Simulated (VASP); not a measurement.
Input of a VASP 6.6.1 run:

The input INCAR:

```
SYSTEM = Ni
PREC = Accurate
ENCUT = 520
EDIFF = 1E-6
ISMEAR = -1
SIGMA = 0.05
LREAL = .FALSE.
LASPH = .TRUE.
NELM = 150
ALGO = Normal
ISIF = 2
LWAVE = .FALSE.
LCHARG = .FALSE.
ISPIN = 2
MAGMOM = 0.584
LORBIT = 11
LMAXMIX = 4
GGA = B5
ALDAX = 1.0
AGGAX = 1.0
AGGAC = 1.0
ALDAC = 0.0
NBANDS = 15
```

File KPOINTS:

```
Automatic mesh
0
G
  25 25 25
  0 0 0
```

POSCAR

```
Ni
1.0
   -1.4239439376      1.4239439376      1.4239439376
    1.4239439376     -1.4239439376      1.4239439376
    1.4239439376      1.4239439376     -1.4239439376
Ni
1
Direct
    0.0000000000      0.0000000000      0.0000000000
```

Potentials or basis: VASP PAW PBE potentials, release 64 (Ni).

Launch:

```bash
$ cat potpaw_PBE.64/Ni/POTCAR > POTCAR
$ mpirun -np 1 vasp_std > vasp.out
```

(1) What does it give for the band gap on the k mesh?

(2) What does it give for the net moment?

(3) Estimate the pressure.

(4) What does it give for the site moments?

Answers

(1) none (metal or under the smearing width).

(2) 0.55 μB per cell.

(3) 0.1 GPa.

(4) Ni +0.56 μB.

Caveat: the PAW data sets were made with another functional, which shifts forces and pressure a little.
